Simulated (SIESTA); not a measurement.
# N under changes of volume

One of the cells (21.491 Å³/atom); the others are scaled copies at fixed shape and fractional positions:

```
CELL_PARAMETERS angstrom
5.56052 0.00000 0.00000
0.00000 5.56052 0.00000
0.00000 0.00000 5.56052
ATOMIC_POSITIONS crystal
N 0.05740 0.44260 0.55740
N 0.44260 0.55740 0.05740
N 0.55740 0.05740 0.44260
N 0.94260 0.94260 0.94260
N 0.94260 0.55740 0.44260
N 0.55740 0.44260 0.94260
N 0.44260 0.94260 0.55740
N 0.05740 0.05740 0.05740
```

* Program: SIESTA 5.4.2
* Functional: PBEsol
* Potentials or basis: PseudoDojo 0.4 standard (PBEsol files)
* Basis: DZP (energy shift 0.003 Ry)
* Grid cutoff: 800 Ry
* Energy shift: 0.003 Ry
* k mesh: 4 × 4 × 4
* Occupations: fermi-dirac, width 0.05 eV
* Spin: no spin polarisation

| volume (Å³/atom) | energy over the lowest point (meV/atom) | pressure (GPa) | gap on the mesh (eV) | largest force (eV/Å) |
| --- | --- | --- | --- | --- |
| 20.201 | 82.53 | 10.9 | 7.49 | 7.988 |
| 20.631 | 56.22 | 8.7 | 7.43 | 6.607 |
| 21.061 | ? | ? | ? | ? |
| 21.491 | 19.92 | 4.9 | 7.32 | 4.064 |
| 21.921 | 9.10 | 3.2 | 7.27 | 2.915 |
| 22.351 | 2.56 | 1.7 | 7.22 | 1.821 |
| 22.780 | 0.00 | 0.3 | 7.16 | 0.792 |

Problem. What does the run at 21.061 Å³/atom give?

Solution. Energy over the lowest point 35.50 meV/atom; pressure 6.7 GPa; gap on the mesh 7.38 eV; largest force 5.299 eV/Å.

Worked out: A Birch-Murnaghan fit of order 3 (a polynomial in V^(-2/3)) to the other rows has its minimum at 22.86 Å³/atom, just outside them, with B0 = V·E''(V) = 71 GPa and B' = 3.5 at fixed shape and positions, which overstates the stiffness. It gives 35.50 meV/atom at 21.061 Å³/atom, against the run's 35.50, and -dE/dV = 6.7 GPa, against 6.7. A straight line through the other rows of the gap, of slope -2.7 eV per unit of ln V, gives 7.38 eV, against the run's 7.38.

Energies are extrapolated to zero smearing.

Caveats: the basis of atomic orbitals isn't converged, which shifts pressures, moduli and gaps; forces of over 1 eV/Å show positions far from the minimum, so gaps and moduli don't describe the material at rest (some runs).

A mesh can miss the band edges.
